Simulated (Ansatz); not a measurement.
**Sb: response to strain**

Aim: deform Sb (equal xy, yz and zx engineering shear strains of -2 %) and compute stress, forces and field gradients with LAPW, PAW and all-electron datasets made for the crystal.

Program: Ansatz 0.2.0. Level of theory: DFT PBE, scalar-relativistic. These are calculated values, not measurements.

## (1) The system as given

Symmetry: I4/mmm, No. 139, tetragonal system. The conventional cell has a = 3.010 Å, b = 3.010 Å, c = 4.960 Å, α = 90.00°, β = 90.00°, γ = 90.00°. Around Sb (site symmetry 4/mmm) lie 12 Sb at 3.01 to 3.27 Å.

Structure file:

```cif
data_structure
_symmetry_space_group_name_H-M 'I4/mmm'
_symmetry_Int_Tables_number 139
_cell_length_a 3.0100
_cell_length_b 3.0100
_cell_length_c 4.9600
_cell_angle_alpha 90.000
_cell_angle_beta 90.000
_cell_angle_gamma 90.000
_cell_volume 44.94
loop_
_atom_site_label
_atom_site_type_symbol
_atom_site_symmetry_multiplicity
_atom_site_Wyckoff_symbol
_atom_site_fract_x
_atom_site_fract_y
_atom_site_fract_z
_atom_site_occupancy
Sb1 Sb 2 a 0.00000 0.00000 0.00000 1
```

The file gives the conventional cell by its symmetry; the runs use the cell typed in the input.

## (2) The deformed structure

Space group I4/mmm before, C2/m after.

## (3) Full-potential LAPW

input.yaml reads:

```yaml
crystal:
  lattice:
    - [-1.54485, 1.49525, 2.48]
    - [1.49525, -1.54485, 2.48]
    - [1.51475, 1.51475, -2.5101]
  atoms:
    - { symbol: Sb, position: [0.0, 0.0, 0.0] }
kpoints:
  mp_grid: { grid: [19, 19, 19] }
  band_path:
    path:
      - [0.0, 0.0, 0.0]
      - [0.5, 0.5, -0.5]
      - [0.1775915354, 0.8224084646, -0.5]
      - [-0.1775915354, 0.1775915354, 0.5]
      - [0.0, 0.0, 0.5]
      - [0.0, 0.0, 0.0]
      - [-0.5, 0.5, 0.0]
      - [0.0, 0.5, 0.0]
      - [0.0, 0.0, 0.0]
    npoints: 5
scf:
  occupations: { method: fermi_dirac, width: 0.05 }
hamiltonian:
  xc: pbe
  pseudopotentials: { kind: all_electron, lapw: { basis_error: 0.00025 } }
output:
  forces: true
  stress: true
  eigenvalues: true
```

Command:

```
$ ansatz run input.yaml --threads 1 --pin off --max-ram 3072MiB --backend cpu --events-out ev --progress --plain --runs-dir out
```

## (4) PAW on the default files

input.yaml reads:

```yaml
crystal:
  lattice:
    - [-1.54485, 1.49525, 2.48]
    - [1.49525, -1.54485, 2.48]
    - [1.51475, 1.51475, -2.5101]
  atoms:
    - { symbol: Sb, position: [0.0, 0.0, 0.0] }
kpoints:
  mp_grid: { grid: [19, 19, 19] }
scf:
  occupations: { method: fermi_dirac, width: 0.05 }
hamiltonian:
  xc: pbe
  pseudopotentials: { kind: paw }
output:
  forces: true
  stress: true
  eigenvalues: true
  efg: { contact_densities: true }
```

## (5) All-electron PAW on datasets made for the crystal

Changes to input.yaml since step 4:

```diff
@@ -13,3 +13,3 @@
   xc: pbe
-  pseudopotentials: { kind: paw }
+  pseudopotentials: { kind: all_electron, datasets: crystal }
 output:
```

(Steps that only read results are left out.)

What does the calculation give? Wanted: pressure; largest shear or deviatoric stress.

**Answer**, as computed:

```
                                 quantity                                              value
                                 pressure  LAPW 19.36, PAW 19.36, crystal datasets 19.36 GPa
largest shear or deviatoric stress (LAPW)                                           0.97 GPa
```

The largest part of the stress beyond the pressure is 0.97 GPa in size, in the zz component. No run of the undeformed cell stands beside it, so the pressure holds what the given cell had before the change. PAW: stress within 0.01 GPa of LAPW. Crystal datasets: stress within 0.01 GPa of LAPW. Spin-orbit coupling is left out, though the cell holds Sb; in elements this heavy it can shift bands and gaps by tenths of an eV.
